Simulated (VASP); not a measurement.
# Sr8Ti8HO23 (a cell with a defect) in VASP: further runs

One crystal, Sr8Ti8HO23 (a cell with a defect), is run at these levels: PBE, HSE06; tasks: relaxation of the atoms, single point.

Everything below comes from runs of VASP 6.6.1. Logs are shortened: lines on timing, memory, paths and dates and some standing lists are left out, and cuts for length are marked.

### 1 The structure

The cell holds a defect, 40 atoms: a = 7.880 Å, b = 7.880 Å, c = 7.880 Å, α = 90.00°, β = 90.00°, γ = 90.00°.

### 2 Relaxation of the atoms, PBE

Input file INCAR:

```
ALGO = Normal
EDIFF = 1E-6
EDIFFG = -0.025
ENCUT = 450
GGA = PE
IBRION = 2
ICORELEVEL = 1
ISIF = 2
ISMEAR = 0
ISYM = 0
KPAR = 4
LASPH = T
LCHARG = F
LREAL = Auto
LWAVE = F
NCORE = 2
NELECT = 314.0
NELM = 80
NSW = 70
PREC = Normal
SIGMA = 0.01
```

Input file KPOINTS:

```
k-points
0
Monkhorst-Pack
  2 2 2
```

Input file POSCAR:

```
Sr8Ti8HO23
1.0
    7.8804100000      0.0000000000      0.0000000000
    0.0000000000     -7.8804100000      0.0000000000
    0.0000000000      0.0000000000     -7.8804100000
Sr Ti H O
8 8 1 23
Direct
    0.2500000000      0.2500000000      0.2500000000
    0.2500000000      0.2500000000      0.7500000000
    0.2500000000      0.7500000000      0.2500000000
    0.2500000000      0.7500000000      0.7500000000
    0.7500000000      0.2500000000      0.2500000000
    0.7500000000      0.2500000000      0.7500000000
    0.7500000000      0.7500000000      0.2500000000
    0.7500000000      0.7500000000      0.7500000000
    0.9976205700      0.5010929000      0.5097977300
    0.0000000000      0.5000000000      0.0000000000
    0.0000000000      0.0000000000      0.5000000000
    0.0000000000      0.0000000000      0.0000000000
    0.4969424300      0.5035802000      0.5007392700
    0.5000000000      0.5000000000      0.0000000000
    0.5000000000      0.0000000000      0.5000000000
    0.5000000000      0.0000000000      0.0000000000
    0.2527080400      0.4994705800      0.5019479600
    0.2500000000      0.5000000000      0.0000000000
    0.2500000000      0.0000000000      0.5000000000
    0.2500000000      0.0000000000      0.0000000000
    0.7500000000      0.5000000000      0.5000000000
    0.7500000000      0.5000000000      0.0000000000
    0.7500000000      0.0000000000      0.5000000000
    0.7500000000      0.0000000000      0.0000000000
    0.0000000000      0.2500000000      0.5000000000
    0.0000000000      0.2500000000      0.0000000000
    0.0000000000      0.7500000000      0.5000000000
    0.0000000000      0.7500000000      0.0000000000
    0.5000000000      0.2500000000      0.5000000000
    0.5000000000      0.2500000000      0.0000000000
    0.5000000000      0.7500000000      0.5000000000
    0.5000000000      0.7500000000      0.0000000000
    0.0000000000      0.5000000000      0.2500000000
    0.0000000000      0.5000000000      0.7500000000
    0.0000000000      0.0000000000      0.2500000000
    0.0000000000      0.0000000000      0.7500000000
    0.5000000000      0.5000000000      0.2500000000
    0.5000000000      0.5000000000      0.7500000000
    0.5000000000      0.0000000000      0.2500000000
    0.5000000000      0.0000000000      0.7500000000
```

Potentials or basis: VASP PAW PBE potentials, release 64 (Sr_sv, Ti_sv, H, O).

The run is started by

```sh
cat potpaw_PBE.64/Sr_sv/POTCAR potpaw_PBE.64/Ti_sv/POTCAR potpaw_PBE.64/H/POTCAR potpaw_PBE.64/O/POTCAR > POTCAR
mpirun -np 8 vasp_std > vasp.out
```

OUTCAR:

```text
EDIFF = 1E-6
   EDIFFG = -0.025
   ENCUT = 450
   GGA = PE
   IBRION = 2
   ISIF = 2
   ISMEAR = 0
   ISYM = 0
   LASPH = T
   LREAL = Auto
   NELECT = 314.0
   NELM = 80
   NSW = 70
   PREC = Normal

 ion  position               nearest neighbor table
   1  0.250  0.250  0.250-  18 2.79  19 2.79  20 2.79  25 2.79  26 2.79  29 2.79  30 2.79  33 2.79
                            35 2.79  37 2.79  39 2.79  17 2.79  10 3.41  11 3.41  12 3.41  14 3.41
   2  0.250  0.250  0.750-  17 2.77  18 2.79  19 2.79  20 2.79  25 2.79  26 2.79  29 2.79  30 2.79
                            34 2.79  36 2.79  38 2.79  40 2.79   9 3.38  13 3.41  11 3.41  12 3.41
   3  0.250  0.750  0.250-  18 2.79  19 2.79  20 2.79  27 2.79  28 2.79  31 2.79  32 2.79  33 2.79
                            35 2.79  37 2.79  39 2.79  17 2.80  13 3.39  11 3.41  12 3.41  10 3.41
   4  0.250  0.750  0.750-  17 2.78  18 2.79  19 2.79  20 2.79  27 2.79  28 2.79  31 2.79  32 2.79
                            34 2.79  36 2.79  38 2.79  40 2.79   9 3.37  13 3.38  11 3.41  12 3.41
   5  0.750  0.250  0.250-  21 2.79  22 2.79  23 2.79  24 2.79  25 2.79  26 2.79  29 2.79  30 2.79
                            33 2.79  35 2.79  37 2.79  39 2.79  10 3.41  11 3.41  12 3.41  14 3.41
   6  0.750  0.250  0.750-  21 2.79  22 2.79  23 2.79  24 2.79  25 2.79  26 2.79  29 2.79  30 2.79
                            34 2.79  36 2.79  38 2.79  40 2.79   9 3.36  10 3.41  11 3.41  12 3.41
   7  0.750  0.750  0.250-  21 2.79  22 2.79  23 2.79  24 2.79  27 2.79  28 2.79  31 2.79  32 2.79
                            33 2.79  35 2.79  37 2.79  39 2.79  10 3.41  11 3.41  12 3.41  14 3.41
   8  0.750  0.750  0.750-  21 2.79  22 2.79  23 2.79  24 2.79  27 2.79  28 2.79  31 2.79  32 2.79
                            34 2.79  36 2.79  38 2.79  40 2.79   9 3.35  13 3.41  11 3.41  12 3.41
   9  0.998  0.501  0.510-  34 1.89  21 1.95  27 1.96  25 1.98  33 2.05   8 3.35   6 3.36   4 3.37
                             2 3.38   7 3.44   5 3.45   3 3.46   1 3.47
  10  0.000  0.500  0.000-  18 1.97  22 1.97  26 1.97  28 1.97  33 1.97  34 1.97   7 3.41   8 3.41
                             1 3.41   2 3.41   3 3.41   4 3.41   5 3.41   6 3.41
  11  0.000  0.000  0.500-  19 1.97  23 1.97  25 1.97  27 1.97  35 1.97  36 1.97   7 3.41   8 3.41
                             1 3.41   2 3.41   3 3.41   4 3.41   5 3.41   6 3.41
  12  0.000  0.000  0.000-  20 1.97  24 1.97  26 1.97  28 1.97  35 1.97  36 1.97   7 3.41   8 3.41
                             1 3.41   2 3.41   3 3.41   4 3.41   5 3.41   6 3.41
  13  0.497  0.504  0.501-  31 1.94  38 1.96  37 1.98  21 1.99  29 2.00   4 3.38   3 3.39   8 3.41
                             2 3.41   7 3.41   1 3.42   6 3.44   5 3.45
  14  0.500  0.500  0.000-  18 1.97  22 1.97  30 1.97  32 1.97  37 1.97  38 1.97   7 3.41   8 3.41
                             1 3.41   2 3.41   3 3.41   4 3.41   5 3.41   6 3.41
  15  0.500  0.000  0.500-  19 1.97  23 1.97  29 1.97  31 1.97  39 1.97  40 1.97   7 3.41   8 3.41
                             1 3.41   2 3.41   3 3.41   4 3.41   5 3.41   6 3.41
  16  0.500  0.000  0.000-  20 1.97  24 1.97  30 1.97  32 1.97  39 1.97  40 1.97   7 3.41   8 3.41
                             1 3.41   2 3.41   3 3.41   4 3.41   5 3.41   6 3.41
  17  0.253  0.499  0.502-   2 2.77   4 2.78   1 2.79   3 2.80
  18  0.250  0.500  0.000-  10 1.97  14 1.97   3 2.79   4 2.79   1 2.79   2 2.79
  19  0.250  0.000  0.500-  11 1.97  15 1.97   3 2.79   4 2.79   1 2.79   2 2.79
  20  0.250  0.000  0.000-  12 1.97  16 1.97   3 2.79   4 2.79   1 2.79   2 2.79
  21  0.750  0.500  0.500-   9 1.95  13 1.99   7 2.79   8 2.79   5 2.79   6 2.79
  22  0.750  0.500  0.000-  10 1.97  14 1.97   7 2.79   8 2.79   5 2.79   6 2.79
  23  0.750  0.000  0.500-  11 1.97  15 1.97   7 2.79   8 2.79   5 2.79   6 2.79
[... 15 lines left out ...]
  39  0.500  0.000  0.250-  15 1.97  16 1.97   5 2.79   7 2.79   1 2.79   3 2.79
  40  0.500  0.000  0.750-  15 1.97  16 1.97   6 2.79   8 2.79   2 2.79   4 2.79

IMPORTANT INFORMATION: All symmetrisations will be switched off!
NOSYMM: (Re-)initialisation of all symmetry stuff for point group C_1.

----------------------------------------------------------------------------------------

                                     Primitive cell

  volume of cell :     489.3803

  direct lattice vectors                    reciprocal lattice vectors
     7.880410000  0.000000000  0.000000000     0.126896951  0.000000000  0.000000000
     0.000000000 -7.880410000  0.000000000     0.000000000 -0.126896951  0.000000000
     0.000000000  0.000000000 -7.880410000     0.000000000  0.000000000 -0.126896951

  length of vectors
     7.880410000  7.880410000  7.880410000     0.126896951  0.126896951  0.126896951

  position of ions in fractional coordinates (direct lattice)
     0.250000000  0.250000000  0.250000000
     0.250000000  0.250000000  0.750000000
     0.250000000  0.750000000  0.250000000
     0.250000000  0.750000000  0.750000000
     0.750000000  0.250000000  0.250000000
     0.750000000  0.250000000  0.750000000
[... 32 lines left out ...]
     0.500000000  0.000000000  0.250000000
     0.500000000  0.000000000  0.750000000

  ion indices of the primitive-cell ions
   primitive index   ion index
                 1           1
                 2           2
                 3           3
                 4           4
                 5           5
                 6           6
[... 32 lines left out ...]
                39          39
                40          40

----------------------------------------------------------------------------------------

 KPOINTS: k-points

[... 60 lines left out ...]
   EFERMI =   0.00;   METHOD = LEGACY
   ISMEAR =     0;   SIGMA  =   0.01  broadening in eV -4-tet -1-fermi 0-gaus
   EFERMI_NEDOS =   21; number of points for ismear=-14 and -15
   IALGO  =     38    algorithm
   IMIX   =      4    mixing-type and parameters
     AMIX     =   0.40;   BMIX     =  1.00
     AMIX_MAG =   1.60;   BMIX_MAG =  1.00
  volume/ion in A,a.u.               =      12.23        82.56
  Fermi-wavevector in a.u.,A,eV,Ry     =   1.412004  2.668300 27.126684  1.993755
  Thomas-Fermi vector in A             =   2.533797
   LORBIT       =      0    0 simple, 1 ext, 2 COOP (PROOUT), +10 PAW based schemes
   GGA     = PE    functional components
   LHFCALC =     F    Hartree Fock is set to
   AEXX    =    0.0000 exact exchange contribution
   IVDW    =     0    specifies the selected vdW correction
   LEPSILON=     F    determine dielectric tensor
   LRPA    =     F    only Hartree local field effects (RPA)
 conjugate gradient relaxation of ions
 non-spin polarized calculation
 Gauss-broadening in eV      SIGMA  =   0.01
  energy-cutoff  :      450.00
  volume of cell :      489.38
 maximum number of plane-waves:     10618
   NGX = 27   NGY = 27   NGZ = 27

--------------------------------------- Ionic step        1  -------------------------------------------

 number of electron     313.9998712 magnetization

 Free energy of the ion-electron system (eV)
  ---------------------------------------------------
  ext. energy  EPLUGINS =         0.00000000
  ---------------------------------------------------
  free energy    TOTEN  =      -320.75484174 eV

  energy without entropy =     -320.75484174  energy(sigma->0) =     -320.75484174

------------------------ aborting loop because EDIFF is reached ----------------------------------------

  FORCE on cell =-STRESS in cart. coord.  units (eV):
  Direction    XX          YY          ZZ          XY          YZ          ZX
  --------------------------------------------------------------------------------------
  -------------------------------------------------------------------------------------
  Total      -14.9556740    -12.6243679    -12.1873937     -0.0526069     -0.0041242      0.2199174
  in kB      -48.9632381    -41.3307976    -39.9001918     -0.1722291     -0.0135022      0.7199855
  external PRESSURE =     -43.3980758 kB  Pullay stress =       0.0000000 kB
[... 203 lines left out ...]
  FREE ENERGIE OF THE ION-ELECTRON SYSTEM (eV)
  ---------------------------------------------------
  free  energy   TOTEN  =      -321.2543593535 eV

  energy  without entropy=     -321.2543593535  energy(sigma->0) =     -321.25435935

[... ionic steps 4 to 9 ...]

--------------------------------------- Ionic step       10  -------------------------------------------

 number of electron     313.9999206 magnetization

------------------------ aborting loop because EDIFF is reached ----------------------------------------
[... 143 lines left out ...]
--------------------------------------- Ionic step       12  -------------------------------------------

 number of electron     313.9999186 magnetization

 Free energy of the ion-electron system (eV)
  ---------------------------------------------------
  ext. energy  EPLUGINS =         0.00000000
  ---------------------------------------------------
  free energy    TOTEN  =      -321.32911035 eV

  energy without entropy =     -321.32911035  energy(sigma->0) =     -321.32911035

 the core state eigenenergies are
   1-  1s -15923.2429  2s  -2145.7969  2p  -1905.1903  3s   -321.7767  3p   -244.1461
       3d   -116.0422
   2-  1s -15923.2428  2s  -2145.7967  2p  -1905.1901  3s   -321.7763  3p   -244.1457
       3d   -116.0418
   3-  1s -15923.2424  2s  -2145.7964  2p  -1905.1898  3s   -321.7761  3p   -244.1455
       3d   -116.0416
   4-  1s -15923.2422  2s  -2145.7961  2p  -1905.1895  3s   -321.7756  3p   -244.1451
       3d   -116.0411
   5-  1s -15923.3809  2s  -2145.9335  2p  -1905.3271  3s   -321.9091  3p   -244.2785
       3d   -116.1746
   6-  1s -15923.3808  2s  -2145.9333  2p  -1905.3269  3s   -321.9089  3p   -244.2783
       3d   -116.1744
   7-  1s -15923.3814  2s  -2145.9339  2p  -1905.3275  3s   -321.9095  3p   -244.2789
       3d   -116.1750
   8-  1s -15923.3810  2s  -2145.9335  2p  -1905.3272  3s   -321.9092  3p   -244.2786
       3d   -116.1747
   9-  1s  -4858.6729  2s   -527.7549  2p   -435.0038
  10-  1s  -4858.7557  2s   -527.8650  2p   -435.1119
  11-  1s  -4858.7639  2s   -527.8734  2p   -435.1203
  12-  1s  -4858.6450  2s   -527.7654  2p   -435.0109
  13-  1s  -4858.6784  2s   -527.7605  2p   -435.0094
  14-  1s  -4858.7628  2s   -527.8725  2p   -435.1194
  15-  1s  -4858.7618  2s   -527.8714  2p   -435.1183
  16-  1s  -4858.6462  2s   -527.7664  2p   -435.0120
  17-
  18-  1s   -500.2659
  19-  1s   -500.2673
  20-  1s   -500.2439
  21-  1s   -500.8310
  22-  1s   -500.2546
  23-  1s   -500.2566
[... 15 lines left out ...]
  39-  1s   -500.2239
  40-  1s   -500.2264

 E-fermi :   3.6910     XC(G=0): -11.0382

 val. band max:        3.6366601457   @ k =  -0.2500  -0.2500   0.2500
 cond. band min:       6.1064622858   @ k =   0.2500  -0.2500   0.2500
 fundamental gap:      2.4698021400
 Fermi energy:         3.6910403306

 k-point     1 :       0.2500    0.2500    0.2500
  band No.  band energies     occupation
      1     -52.7547      2.00000
      2     -52.7540      2.00000
      3     -52.7534      2.00000
      4     -52.7488      2.00000
      5     -52.7308      2.00000
      6     -52.7271      2.00000
[... 677 lines left out ...]
    168       7.2905      0.00000
    169       7.2933      0.00000
 [bands above 169 left out]

------------------------ aborting loop because EDIFF is reached ----------------------------------------

  FORCE on cell =-STRESS in cart. coord.  units (eV):
  Direction    XX          YY          ZZ          XY          YZ          ZX
  --------------------------------------------------------------------------------------
  -------------------------------------------------------------------------------------
  Total      -12.5893944    -12.6194546    -12.5460710     -0.0062478      0.0039087      0.0219193
  in kB      -41.2162981    -41.3147117    -41.0744620     -0.0204546      0.0127967      0.0717612
  external PRESSURE =     -41.2018239 kB  Pullay stress =       0.0000000 kB
[... 55 lines left out ...]
  FREE ENERGIE OF THE ION-ELECTRON SYSTEM (eV)
  ---------------------------------------------------
  free  energy   TOTEN  =      -321.3291103526 eV

  energy  without entropy=     -321.3291103526  energy(sigma->0) =     -321.32911035

 reached required accuracy - stopping structural energy minimisation
```

Run time: 5 min. Hardware: 8 MPI ranks of Intel Xeon Platinum 8488C (Sapphire Rapids), shared host; peak memory 0.29 GiB.

Results:

```yaml
Free_energy: -321.3291 eV
Energy_gained_by_relaxing: 14.4 meV/atom
Ionic_steps: 12
Largest_force_after_relaxing: 0.016 eV/Å
```

Forces on the atoms (eV/Å):
```
Sr   0.000 -0.004 -0.005
Sr  -0.001 -0.003  0.000
Sr   0.000  0.003 -0.004
Sr  -0.001  0.001  0.000
Sr   0.000  0.002  0.001
Sr   0.001  0.001 -0.006
Sr   0.000 -0.005  0.002
Sr   0.001 -0.004 -0.006
Ti   0.003  0.000  0.004
Ti  -0.004 -0.005  0.000
Ti  -0.006 -0.004 -0.008
Ti   0.009 -0.005 -0.008
Ti   0.006  0.000 -0.003
Ti   0.006 -0.003 -0.004
Ti   0.004 -0.004 -0.009
Ti  -0.008 -0.004 -0.011
H    0.008  0.000  0.011
O   -0.001  0.000  0.003
O    0.000  0.002  0.000
O    0.000  0.001  0.001
O   -0.016 -0.001  0.000
O    0.003  0.001  0.002
O    0.002  0.001  0.000
O   -0.002  0.001  0.002
O   -0.001  0.001  0.000
O   -0.004 -0.005  0.003
O   -0.001  0.003  0.002
O   -0.004  0.007  0.003
O    0.002  0.006 -0.001
O    0.001  0.000  0.001
O   -0.002  0.004 -0.001
O    0.002  0.004  0.000
O    0.000  0.000  0.003
O    0.002  0.002  0.016
O   -0.004  0.001 -0.004
O   -0.004  0.001  0.009
O    0.001  0.003  0.005
O    0.003  0.002  0.001
O    0.003  0.002 -0.001
O    0.001  0.002  0.002
```

Step by step:
```
step  energy change (eV)  largest force (eV/Å)  pressure (GPa)
   1              0.0000                2.7269           -4.34
   2             -0.4127                1.6452           -3.68
   3             -0.4995                0.2826           -3.97
   4             -0.5364                0.2094           -3.99
   5             -0.5486                0.2860           -4.00
   6             -0.5683                0.0785           -4.06
   7             -0.5687                0.0777           -4.07
   8             -0.5713                0.0694           -4.08
   9             -0.5720                0.0802           -4.10
  10             -0.5738                0.0303           -4.11
  11             -0.5739                0.0429           -4.12
  12             -0.5743                0.0163           -4.12
```

Final structure:
```
CELL_PARAMETERS angstrom
7.88041 0.00000 0.00000
0.00000 -7.88041 0.00000
0.00000 0.00000 -7.88041
ATOMIC_POSITIONS crystal
Sr 0.25003 0.24680 0.24718
Sr 0.24978 0.24704 0.75396
Sr 0.25010 0.75375 0.24729
Sr 0.24986 0.75351 0.75385
Sr 0.74991 0.24584 0.24625
Sr 0.74987 0.24587 0.75521
Sr 0.74992 0.75484 0.24626
Sr 0.74988 0.75480 0.75521
Ti 0.99134 0.50038 0.50269
Ti 0.00197 0.50020 0.00331
Ti 0.00188 0.00043 0.50011
Ti 0.99996 0.00019 0.00017
Ti 0.50858 0.50117 0.50041
Ti 0.49804 0.50008 0.00039
Ti 0.49797 0.00145 0.50051
Ti 0.49971 0.00010 0.00046
H 0.24976 0.49977 0.50069
O 0.24997 0.50000 0.99986
O 0.24995 0.99994 0.50000
O 0.24997 0.00003 0.00009
O 0.75004 0.49994 0.49989
O 0.74989 0.50000 0.00006
O 0.74991 0.99982 0.50003
O 0.74995 0.00002 0.00006
O 0.00792 0.25331 0.49965
O 0.99932 0.25028 0.99995
O 0.00806 0.74644 0.49966
O 0.99930 0.74972 0.99995
O 0.49203 0.25308 0.50003
O 0.50056 0.25027 0.00007
O 0.49172 0.74617 0.50004
O 0.50057 0.74967 0.00007
O 0.00797 0.49993 0.25280
O 0.00808 0.49992 0.74606
O 0.99929 0.99998 0.25029
O 0.99931 0.99998 0.74969
O 0.49169 0.49977 0.25358
O 0.49208 0.49980 0.74662
O 0.50057 0.99993 0.25035
O 0.50057 0.99993 0.74974
```

Core levels (eV, on the scale of the bands):
```tsv
atom	levels
1 Sr	1s -15923.2, 2s -2145.8, 2p -1905.2, 3s -321.8, 3p -244.1, 3d -116.0
2 Sr	1s -15923.2, 2s -2145.8, 2p -1905.2, 3s -321.8, 3p -244.1, 3d -116.0
3 Sr	1s -15923.2, 2s -2145.8, 2p -1905.2, 3s -321.8, 3p -244.1, 3d -116.0
4 Sr	1s -15923.2, 2s -2145.8, 2p -1905.2, 3s -321.8, 3p -244.1, 3d -116.0
5 Sr	1s -15923.4, 2s -2145.9, 2p -1905.3, 3s -321.9, 3p -244.3, 3d -116.2
6 Sr	1s -15923.4, 2s -2145.9, 2p -1905.3, 3s -321.9, 3p -244.3, 3d -116.2
```

Caveat: the cell is charged against a uniform background, so pressure and absolute levels hang on convention; the cutoff is under 1.25 times the usual one of these potentials, so pressure, stress and relaxed cells hold a basis-set (Pulay) error.

(Part 1 of 2 ends here.)
